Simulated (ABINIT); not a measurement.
TePt:

```
Pt Te
1.0
     1.98157    1.14406    6.66103
    -1.98157    1.14406    6.66103
     0.00000   -2.28812    6.66103
Pt Te
2 2
Cartesian
  0.0000 0.0000 2.5911
  0.0000 0.0000 17.3920
  0.0000 0.0000 8.0332
  0.0000 0.0000 11.9499
```

Base run:

| Quantity | Value |
| --- | --- |
| Program | ABINIT 10.8.3 (patched build) |
| Functional | LDA |
| Potentials or basis | JTH PAW LDA v2.0 |
| Cutoff | 435 eV |
| k mesh | 6 × 6 × 6 |
| Occupations | fermi-dirac, width 0.05 eV |
| Spin | no spin polarisation |

Its results: band gap on the k mesh none (metal or under the smearing width); pressure -1.3 GPa; largest force 0.473 eV/Å.

**Question.** The run is repeated on the same cell with these changes: potentials or basis from JTH PAW LDA v2.0 to PseudoDojo NC SR LDA v0.4.1 standard; cutoff from 435 eV to 1088 eV; valence electrons from 32 to 68. What comes out?

**Answer.** Band gap on the k mesh none (metal or under the smearing width); pressure -2.5 GPa; largest force 0.333 eV/Å.

Not every run made on this cell is shown here.
